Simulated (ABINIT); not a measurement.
The system is AlN.

```
Al N
1.0
     0.00000    2.18399    2.18399
     2.18399    0.00000    2.18399
     2.18399    2.18399    0.00000
Al N
1 1
Direct
  0.00000 0.00000 0.00000
  0.25000 0.25000 0.25000
```

Measurements of this composition are mostly on another form, of space group No. 186.

| Item | Value |
| --- | --- |
| Program | ABINIT 10.8.3 (patched build) |
| Task | relaxation of cell and atoms |
| Functional | PBE |
| Potentials or basis | PseudoDojo NC SR PBE v0.4.1 standard |
| Cutoff | 1143 eV |
| k mesh | 8 × 8 × 8 |
| Occupations | fermi-dirac, width 0.05 eV |
| Spin | no spin polarisation |

At the start: pressure 4.5 GPa; volume 10.42 Å³/atom.

Problem. How do energy, volume and symmetry change on relaxing?

Solution. Over 4 steps the energy falls by 3.2 meV/atom and the volume is 10.65 Å³/atom (+2.3 %); space group F-43m (No. 216, to 0.05 Å).

Step by step:
| step | energy change (eV) | largest force (eV/Å) | pressure (GPa) | volume (Å³) |
| --- | --- | --- | --- | --- |
| 1 | 0.0000 | 0.0000 | 4.50 | 20.83 |
| 2 | -0.0055 | 0.0000 | 1.69 | 21.12 |
| 3 | -0.0065 | 0.0000 | 0.04 | 21.30 |
| 4 | -0.0065 | 0.0000 | 0.00 | 21.30 |

Final structure:
```
Al N
1.0
     0.00000    2.20030    2.20030
     2.20030    0.00000    2.20030
     2.20030    2.20030    0.00000
Al N
1 1
Direct
  0.00000 0.00000 0.00000
  0.25000 0.25000 0.25000
```
